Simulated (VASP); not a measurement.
Wanted: the native input for a VASP 6.6.1 run.

```yaml
Task: single point
Functional: LDA
Potentials_or_basis: VASP PAW LDA potentials, release 64 (Mg)
Cutoff: 520 eV
k_mesh: 6 × 6 × 4
Occupations: gaussian, width 0.1 eV
Spin: no spin polarisation
Dipole_correction: no
Further_INCAR_settings: ALGO = Normal; EDIFF = 1e-07; NBANDS = 9
```

The structure of Mg lies in POSCAR:

```
Mg
1.0
    3.1800000000      0.0000000000      0.0000000000
   -1.5900000000      2.7539608000      0.0000000000
    0.0000000000      0.0000000000      5.1600000000
Mg
2
Direct
    0.3333333000      0.6666667000      0.2500000000
    0.6666667000      0.3333333000      0.7500000000
```

The cell was built by a generator and needn't be a form met in nature.

The input as run:

INCAR

```
SYSTEM = Mg
ALGO = Normal
EDIFF = 1E-7
ENCUT = 520
ISIF = 2
ISMEAR = 0
LASPH = .TRUE.
LCHARG = .FALSE.
LREAL = .FALSE.
LWAVE = .FALSE.
NBANDS = 9
NELM = 100
PREC = Accurate
SIGMA = 0.1
```

KPOINTS

```
k-points
0
G
  6 6 4
  0 0 0
```

Potentials or basis: VASP PAW LDA potentials, release 64 (Mg).

Command:

```bash
$ cat potpaw_LDA.64/Mg/POTCAR > POTCAR
$ mpirun -np 1 vasp_std > vasp.out
```

It gave:

```
Pressure               : -1.9 GPa
Band gap on the k mesh : none (metal or under the smearing width)
```

Caveat: the k mesh is coarse (spacing up to 0.38 Å⁻¹), so the values aren't converged.

Run time: 4.4 s on 1 thread of AMD EPYC 7R13 Processor (Zen 3), on a shared host, peak memory 0.11 GiB.
